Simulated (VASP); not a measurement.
Input of a VASP 6.6.1 run:

File INCAR:

```
SYSTEM = Ge
PREC     = Accurate       ! precision mode
ENCUT    = 520            ! plane-wave cutoff, eV
EDIFF    = 1E-7           ! SCF threshold, eV
ISMEAR   = -1             ! smearing method
SIGMA    = 0.1            ! smearing width, eV
LREAL    = .False.        ! projectors in reciprocal space
LASPH    = .True.         ! aspherical terms in the spheres
NELM     = 60             ! most SCF steps
ALGO     = Fast           ! electronic algorithm
ISIF     = 2              ! what is computed and relaxed
LWAVE    = .False.        ! write WAVECAR
LCHARG   = .False.        ! write CHGCAR
GGA      = RE             ! functional
NBANDS   = 28             ! bands
```

The input KPOINTS:

```
regular mesh
0
Gamma
  8 8 13
  0 0 0
```

POSCAR

```
Ge
1.0
    5.0011751681      0.0000000000      0.0000000000
   -2.5005875841      4.3311447444      0.0000000000
    0.0000000000      0.0000000000      2.8416092099
Ge
3
Direct
    0.0000000000      1.0000000000      0.0000000000
    0.3333333333      0.6666666667      0.5000000000
    0.6666666667      0.3333333333      0.5000000000
```

Potentials or basis: VASP PAW PBE potentials, release 64 (Ge_d).

The run is started by

```console
$ cat potpaw_PBE.64/Ge_d/POTCAR > POTCAR
$ mpirun -np 1 vasp_std > vasp.out
```

**Question.** What does it give for the band gap on the k mesh?

**Answer.** None (metal or under the smearing width).

**Question.** Estimate the pressure.

**Answer.** -2.1 GPa.

Stress tensor (GPa, compression positive):
```
-2.44  0.00  0.00
 0.00 -2.44  0.00
 0.00  0.00 -1.50
```

Caveat: the PAW data sets were made with another functional, which shifts forces and pressure a little.
